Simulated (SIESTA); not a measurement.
The system is SiC (Moissanite 6H).

```
CELL_PARAMETERS angstrom
3.09500 0.00000 0.00000
-1.54750 2.68035 0.00000
0.00000 0.00000 15.17000
ATOMIC_POSITIONS crystal
Si 0.66667 0.33333 0.45830
Si 0.33333 0.66667 0.95830
Si 0.66667 0.33333 0.79170
Si 0.33333 0.66667 0.29170
Si 0.00000 0.00000 0.62500
Si 0.00000 0.00000 0.12500
C 0.66667 0.33333 0.33330
C 0.33333 0.66667 0.83330
C 0.66667 0.33333 0.66670
C 0.33333 0.66667 0.16670
C 0.00000 0.00000 0.50000
C 0.00000 0.00000 0.00000
```

Base run:

* Program: SIESTA 5.4.2
* Functional: PBE
* Potentials or basis: PseudoDojo 0.4 standard (PBE files)
* Basis: TZ (energy shift 0.002 Ry)
* Grid cutoff: 500 Ry
* Energy shift: 0.002 Ry
* k mesh: 10 × 10 × 2
* Occupations: fermi-dirac, width 0.05 eV
* Spin: no spin polarisation

Its results: band gap on the k mesh 2.27 eV, indirect (least direct gap 3.73 eV); pressure 10.1 GPa; largest force 0.095 eV/Å.

**Question.** After a change of settings the same cell gave: band gap on the k mesh 2.02 eV, indirect (least direct gap 3.13 eV); pressure 3.4 GPa; largest force 0.138 eV/Å. Which change was it?
A. basis from TZ (energy shift 0.002 Ry) to SZ (energy shift 0.002 Ry)
B. basis from TZ (energy shift 0.002 Ry) to TZDP (energy shift 0.01 Ry); energy shift from 0.002 Ry to 0.01 Ry
C. basis from TZ (energy shift 0.002 Ry) to DZP (energy shift 0.002 Ry)
D. basis from TZ (energy shift 0.002 Ry) to DZP (energy shift 0.01 Ry); energy shift from 0.002 Ry to 0.01 Ry

**Answer.** C.

Caveats: the basis of atomic orbitals isn't converged, which shifts pressures, moduli and gaps; the basis has no polarisation orbitals (some runs).

Not every run made on this cell is shown here.
